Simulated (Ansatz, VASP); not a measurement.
Two plane-wave programs on CdTe

The input POSCAR:

```
CdTe
1.0
    0.0000000000      3.2050000000      3.2050000000
    3.2050000000      0.0000000000      3.2050000000
    3.2050000000      3.2050000000      0.0000000000
Cd Te
1 1
Direct
    0.0000000000      0.0000000000      0.0000000000
    0.2500000000      0.2500000000      0.2500000000
```

Contents of INCAR.step1:

```
SYSTEM = CdTe
PREC = Accurate ; ENCUT = 600
ISMEAR = 0 ; SIGMA = 0.02
LREAL = .False. ; LASPH = .True.
NELM = 100 ; GGA = PE
ALGO = Normal ; EDIFF = 1E-4
LWAVE = .True. ; LCHARG = .False.
```

File INCAR.step2:

```
SYSTEM = CdTe
PREC = Accurate ; ENCUT = 600
EDIFF = 1E-6 ; ISMEAR = 0
SIGMA = 0.02 ; LREAL = .False.
LASPH = .True. ; NELM = 100
ALGO = Normal ; ISIF = 3
LWAVE = .False. ; LCHARG = .False.
METAGGA = R2SCAN ; LMIXTAU = .True.
IBRION = 2 ; NSW = 100
EDIFFG = -0.005 ; ISTART = 1
```

File KPOINTS:

```
regular mesh
0
Gamma
  8 8 8
  0 0 0
```

Input for Ansatz:

```yaml
crystal:
  lattice:
    - [0.0, 3.205, 3.205]
    - [3.205, 0.0, 3.205]
    - [3.205, 3.205, 0.0]
  atoms:
    - { symbol: Cd, position: [0.0, 0.0, 0.0] }
    - { symbol: Te, position: [0.25, 0.25, 0.25] }
basis:
  ecutwfc: 500
kpoints:
  mp_grid: { grid: [8, 8, 8] }
hamiltonian:
  xc: r2scan
scf:
  occupations: { method: gaussian, width: 0.02 }
output:
  forces: true
  stress: true
  eigenvalues: true
relax:
  adjacent_minimum: "off"
  f_tol: 0.005
  max_steps: 80
  cell: { stress_tol: 0.05 }
```

Alike in both runs: task relaxation of cell and atoms; functional r2SCAN; k mesh 8 × 8 × 8; occupations gaussian, width 0.02 eV; no spin polarisation.

```csv
,VASP,Ansatz
version,VASP 6.6.1,Ansatz 0.2.0
potentials or method,"VASP PAW PBE potentials, release 64 (Cd, Te)","scalar-relativistic, plane waves, PAW"
plane-wave cutoff (eV),600,500
valence electrons in the cell,18,36
```

|  | VASP | Ansatz | Ansatz less VASP |
| --- | --- | --- | --- |
| gap on the k mesh at the Fermi level, each at its own relaxed structure (eV) | 1.15 | 1.17 | +0.015 |
| relaxed volume (Å³/atom) | 35.30 | 35.22 | -0.078 |
| relaxed cell length with the largest relative difference (Å) | 4.639 | 4.636 | -0.0034 |
| energy change over the relaxation (meV/atom) | -23 | -22 | +1.1 |

The two sets of potentials don't hold the same shells in valence.

Caveats: the PAW data sets were made with another functional, which shifts forces and pressure a little (VASP); spin-orbit coupling is left out, which moves the levels of the heavy elements. Zero-point motion and thermal expansion aren't in these numbers. r2SCAN opens gaps a little over a GGA but as a rule still falls short of measured ones.
